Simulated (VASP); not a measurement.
Runs of VASP 6.6.1 on HfO2. The structure is cubic, space group Fm-3m (No. 225). Conventional cell: a = 5.032 Å, b = 5.032 Å, c = 5.032 Å, α = 90.00°, β = 90.00°, γ = 90.00°. Hf (site symmetry m-3m) is surrounded by 8 O at 2.18 Å. O (site symmetry -43m) has 4 Hf at 2.18 Å as nearest neighbours. Measurements of this composition are mostly on another form, of space group No. 14.

```csv
level,potentials or basis,k mesh,cutoff (eV),mesh quality,gap on the mesh (eV),pressure (GPa),relaxed volume (Å³/atom)
PBEsol,"VASP PAW PBE potentials, release 64 (Hf_pv, O)",4 × 4 × 4,600,coarse,3.75,0.0,10.53
LDA,"VASP PAW LDA potentials, release 64 (Hf_pv, O)",8 × 8 × 8,600,not flagged,3.74,0.0,10.29
PBE+D3(BJ),"VASP PAW PBE potentials, release 64 (Hf_pv, O)",8 × 8 × 8,600,not flagged,(a),0.0,10.71
PBE,"VASP PAW PBE potentials, release 64 (Hf_pv, O)",8 × 8 × 8,600,not flagged,3.80,0.1,(b)
PBEsol,"VASP PAW PBE potentials, release 64 (Hf, O)",8 × 8 × 8,580,not flagged,3.72,0.0,(c)
```

Alike in all rows: task relaxation of cell and atoms; no spin polarisation; cell relaxed; smearing gaussian 0.02 eV.

Fill in the values left out.

(a) 3.84; (b) 10.87; (c) 10.52.

Caveats: some runs use coarse meshes; spin-orbit coupling is left out, which moves the levels of the heavy elements; the PAW data sets were made with another functional, which shifts forces and pressure a little (some runs).

A k mesh can miss the band edges, and the runs leave out spin-orbit coupling on Hf.

The runs don't all hold the same shells in valence.
